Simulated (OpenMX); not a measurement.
Crystal: BP.

```
P B
1.0
     0.00000    2.26900    2.26900
     2.26900    0.00000    2.26900
     2.26900    2.26900    0.00000
P B
1 1
Direct
  0.75000 0.75000 0.75000
  0.00000 0.00000 0.00000
```

Base run:

| Item | Value |
| --- | --- |
| Program | OpenMX 3.8.5 |
| Functional | PBE |
| Potentials or basis | OpenMX 2013 PBE set, P7.0-s3p2d2f1, B7.0-s3p2d2, grid cutoff 300 Ry |
| k mesh | 11 × 11 × 11 |
| Occupations | fermi-dirac, width 0.05 eV |
| Spin | no spin polarisation |

Its results: band gap on the k mesh 1.31 eV, indirect (least direct gap 3.44 eV); pressure 1.0 GPa.

Question: The run is repeated on the same cell with these changes: potentials or basis from OpenMX 2013 PBE set, P7.0-s3p2d2f1, B7.0-s3p2d2, grid cutoff 300 Ry to OpenMX 2013 PBE set, P7.0-s2p2d1, B7.0-s2p2, grid cutoff 300 Ry. What comes out?

Answer: Band gap on the k mesh 1.45 eV, indirect (least direct gap 3.54 eV); pressure 1.5 GPa.

Caveats: the basis of atomic orbitals isn't converged, which shifts pressures, moduli and gaps.

Not every run made on this cell is shown here.
